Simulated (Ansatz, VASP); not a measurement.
# Two plane-wave programs on InSe

INCAR

```
ALGO = Normal ; EDIFF = 1E-7
ENCUT = 520 ; GGA = PE
ISIF = 2 ; ISMEAR = 0
IVDW = 12 ; LASPH = T
LCHARG = F ; LREAL = F
LWAVE = F ; NBANDS = 16
NELM = 100 ; PREC = Accurate
SIGMA = 0.05
```

KPOINTS

```
k-points
0
Gamma
  14 14 14
```

File POSCAR:

```
InSe
1.0
    0.0000000000      2.7118743018      2.7118743018
    2.7118743018      0.0000000000      2.7118743018
    2.7118743018      2.7118743018      0.0000000000
In Se
1 1
Direct
    0.0000000000      0.0000000000      0.0000000000
    0.5000000000      0.5000000000      0.5000000000
```

Input for Ansatz:

```yaml
crystal:
  lattice:
    - [0.0, 2.7118743018, 2.7118743018]
    - [2.7118743018, 0.0, 2.7118743018]
    - [2.7118743018, 2.7118743018, 0.0]
  atoms:
    - { symbol: In, position: [0.0, 0.0, 0.0] }
    - { symbol: Se, position: [0.5, 0.5, 0.5] }
basis:
  ecutwfc: 420
  ecutrho_ratio: 4
kpoints:
  mp_grid: { grid: [14, 14, 14] }
hamiltonian:
  xc: pbe
  dispersion: d3bj
scf:
  occupations: { method: gaussian, width: 0.05 }
output:
  forces: true
  stress: true
  eigenvalues: true
```

Alike in both runs: task single point; functional PBE; dispersion D3(BJ); k mesh 14 × 14 × 14; occupations gaussian, width 0.05 eV; no spin polarisation.

|  | VASP | Ansatz |
| --- | --- | --- |
| version | VASP 6.6.1 | Ansatz 0.2.0 |
| potentials or method | VASP PAW PBE potentials, release 64 (In_d, Se) | scalar-relativistic, plane waves, PAW |
| plane-wave cutoff (eV) | 520 | 420 |
| valence electrons in the cell | 19 | 29 |

|  | VASP | Ansatz | Ansatz less VASP |
| --- | --- | --- | --- |
| gap on the k mesh at the Fermi level (eV) | none | none | - |
| pressure (GPa) | 20.9 | 20.8 | -0.11 |

A gap of «none» marks a metal or a gap that the smearing closes. With one functional, cell and mesh, what is left measures potentials, basis and numerics. The two sets of potentials don't hold the same shells in valence.

Caveats: so large a pressure means that the cell lies far from this level's equilibrium, or that cutoff or potentials fall short (VASP); pairwise dispersion overbinds metals, which lowers pressure and volume.
